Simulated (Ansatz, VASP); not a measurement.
# Au, level by level in two programs

```
CELL_PARAMETERS angstrom
-1.65727 1.65727 1.65727
1.65727 -1.65727 1.65727
1.65727 1.65727 -1.65727
ATOMIC_POSITIONS crystal
Au 0.00000 0.00000 0.00000
```

This isn't the form of Au at room conditions, which is fcc.

Single points on this cell with VASP 6.6.1 and Ansatz 0.2.0. Each row is one pair of runs. Alike in all rows: spin: off; k mesh: 11 × 11 × 11; Ansatz's potentials, cutoff: Ansatz PAW, 420 eV.

```tsv
level	smearing	VASP's potentials, cutoff	gap on the k mesh at the Fermi level (eV), VASP	gap on the k mesh at the Fermi level (eV), Ansatz	pressure (GPa), VASP	pressure (GPa), Ansatz
PBE	fermi-dirac, width 0.05 eV	VASP PAW PBE potentials, release 64 (Au), 520 eV	none	?	-1.1	?
PBE	gaussian, width 0.02 eV	VASP PAW PBE potentials, release 64 (Au), 500 eV	none	none	-1.1	-0.9
PBEsol	fermi-dirac, width 0.05 eV	VASP PAW PBE potentials, release 64 (Au), 520 eV	none	none	-9.1	-8.9
```

Q: Fill in what Ansatz gave in row 1.

A: gap on the k mesh at the Fermi level (eV): none; pressure (GPa): -0.9.

A gap of «none» marks a metal or a gap that the smearing closes.

Caveats: the PAW data sets were made with another functional, which shifts forces and pressure a little (VASP); the PAW data sets come from PBE, with cores solved anew for the run's functional, which leaves a small shift of forces and pressure (Ansatz).
